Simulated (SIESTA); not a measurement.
# Sn under changes of volume

One of the cells (27.749 Å³/atom); the others are scaled copies at fixed shape and fractional positions:

```
Sn
1.0
    -1.90720    1.90720    1.90720
     1.90720   -1.90720    1.90720
     1.90720    1.90720   -1.90720
Sn
1
Direct
  0.00000 0.00000 0.00000
```

This isn't the form of Sn at room conditions, which is tetragonal (white tin).

- Program: SIESTA 5.4.2
- Functional: PBE
- Potentials or basis: PseudoDojo 0.4 standard (PBE files)
- Basis: DZP (energy shift 0.002 Ry)
- Grid cutoff: 500 Ry
- Energy shift: 0.002 Ry
- k mesh: 10 × 10 × 10
- Occupations: fermi-dirac, width 0.05 eV
- Spin: no spin polarisation

| volume (Å³/atom) | energy over the lowest point (meV/atom) | pressure (GPa) |
| --- | --- | --- |
| 25.573 | 43.80 | 5.5 |
| 26.117 | 27.34 | 4.3 |
| 26.661 | 15.07 | 3.0 |
| 27.749 | 2.35 | 1.2 |
| 28.293 | 0.00 | 0.3 |
| 28.837 | ? | ? |

What does the run at 28.837 Å³/atom give?

Energy over the lowest point 0.44 meV/atom; pressure -0.4 GPa.

Worked out: A Birch-Murnaghan fit of order 3 (a polynomial in V^(-2/3)) to the other rows has its minimum at 28.59 Å³/atom, just outside them, with B0 = V·E''(V) = 29 GPa (rough, since the energies scatter). It gives -0.05 meV/atom at 28.837 Å³/atom, against the run's 0.44, and -dE/dV = -0.2 GPa, against -0.4.

Energies are extrapolated to zero smearing.

Caveats: semicore shells carry a single zeta, which can move pressures by several GPa and volumes by a few percent; the basis of atomic orbitals isn't converged, which shifts pressures, moduli and gaps.
